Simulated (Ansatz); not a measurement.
**Property card for Zr**

Level of theory: DFT PBE, scalar-relativistic, plane waves, PAW in Ansatz.

Plane waves to 420 eV, a k mesh through Γ of 16×16×16 on the computed 1-atom cell and Gaussian smearing (0.10 eV); no spin polarisation.

The structure is relaxed at this level of theory with its symmetry kept. This fcc form isn't the element's structure at ambient conditions.

```xyz
1
Lattice="0.0000 2.2635 2.2635 2.2635 0.0000 2.2635 2.2635 2.2635 0.0000" Properties=species:S:1:pos:R:3 pbc="T T T"
Zr    0.0000    0.0000    0.0000
```

| Item | Value |
| --- | --- |
| Space group | Fm-3m (No. 225) |
| Volume per atom | 23.20 Å³ |
| Formation energy from the elements' standard states (uncorrected) | +0.040 eV/atom |
| Kohn–Sham band gap | none (metal) |
| Density of states at the Fermi level | 1.56 states/eV per cell |
| Löwdin character within 0.5 eV of the Fermi level | Zr 4d 86 %, Zr 5s 7 %, unprojected 5 % |
| Bader charges (e) | Zr (1 in the cell) 0.00 |

Cost: 1 run of about 0.16 core-minutes, on Arm Neoverse V1 (shared hosts).